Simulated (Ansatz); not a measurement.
Runs of Ansatz 0.2.0 on TiC. The structure is cubic, space group Fm-3m (No. 225). Conventional cell: a = 4.331 Å, b = 4.331 Å, c = 4.331 Å, α = 90.00°, β = 90.00°, γ = 90.00°. Ti (site symmetry m-3m) is surrounded by 6 C at 2.17 Å. Around C (site symmetry m-3m) lie 6 Ti at 2.17 Å. The cell is a database's computed one.

```csv
task,level,potentials or basis,spin,U,cell,k mesh,cutoff (eV),smearing,points for each segment of the path,hubbard projectors,double counting,mesh quality,gap on the mesh (eV),pressure (GPa),V0 of scaled cells (Å³/atom),relaxed volume (Å³/atom),B0 (GPa)
band structure,RPBE,Ansatz PAW,off,-,as given,11 × 11 × 11,420,fermi-dirac 0.05 eV,14,-,-,not flagged,none,4.9,-,-,-
single point,PBE,Ansatz PAW,off,-,as given,11 × 11 × 11,800,fermi-dirac 0.05 eV,-,-,-,not flagged,none,0.2,-,-,-
relaxation of cell and atoms,revPBE+D4,Ansatz PAW,off,-,relaxed,11 × 11 × 11,420,fermi-dirac 0.05 eV,-,-,-,not flagged,-,0.0,-,9.91,-
atomic charges,m-r2SCAN,JTH PAW,"collinear, ferromagnetic start",-,as given,11 × 11 × 11,1230,cold 0.1 eV,-,-,-,not flagged,none,(a),-,-,-
single point,PBEsol,Ansatz PAW,off,-,as given,11 × 11 × 11,420,gaussian 0.02 eV,-,-,-,not flagged,none,(d),-,-,-
equation of state,LDA,Ansatz PAW,off,-,as given,11 × 11 × 11,420,fermi-dirac 0.05 eV,-,-,-,not flagged,-,-,9.67,-,(b)
band structure,HISS,Ansatz PAW,off,-,as given,6 × 6 × 6,420,fermi-dirac 0.05 eV,4,-,-,coarse,none,-,-,-,-
single point,PBE,Ansatz PAW,off,-,as given,11 × 11 × 11,420,gaussian 0.012 eV,-,-,-,not flagged,none,(c),-,-,-
equation of state,PBE+D3(BJ),Ansatz PAW,off,-,as given,11 × 11 × 11,420,fermi-dirac 0.05 eV,-,-,-,not flagged,-,-,9.88,-,265
relaxation of cell and atoms,PBE+U,Ansatz PAW,off,Ti d U = 5 eV,relaxed,11 × 11 × 11,420,fermi-dirac 0.05 eV,-,ortho-atomic (the default),fll (the default),not flagged,none,0.0,-,10.54,-
relaxation of cell and atoms,PBEsol+U,Ansatz PAW,off,Ti d U = 3 eV,relaxed,11 × 11 × 11,420,fermi-dirac 0.05 eV,-,ortho-atomic (the default),fll (the default),not flagged,-,0.0,-,10.08,-
band structure,PBEsol+U,Ansatz PAW,off,Ti d U = 6 eV,as given,11 × 11 × 11,420,fermi-dirac 0.05 eV,14,ortho-atomic (the default),fll (the default),not flagged,none,4.5,-,-,-
```

Question: Fill in the values left out.

Answer: (a) 0.4; (b) 283; (c) 0.3; (d) -6.7.

Caveats: some runs use coarse meshes; the PAW data sets come from PBE, with cores solved anew for the run's functional, which leaves a small shift of forces and pressure (some runs); the plane-wave basis is chosen anew once the cell has moved, so the energies of steps on either side of that aren't comparable (some runs); the U is typed as a test and isn't derived for this compound (some runs); the potentials were made for another functional, which shifts forces and pressure (some runs); U without spin polarisation on a metal has little footing (some runs); the magnetic or orbital state may not be the lowest (some runs).

A k mesh can miss the band edges.

A gap of «none» marks a metal or a gap under the smearing width.

Not every run made on this cell is shown here.
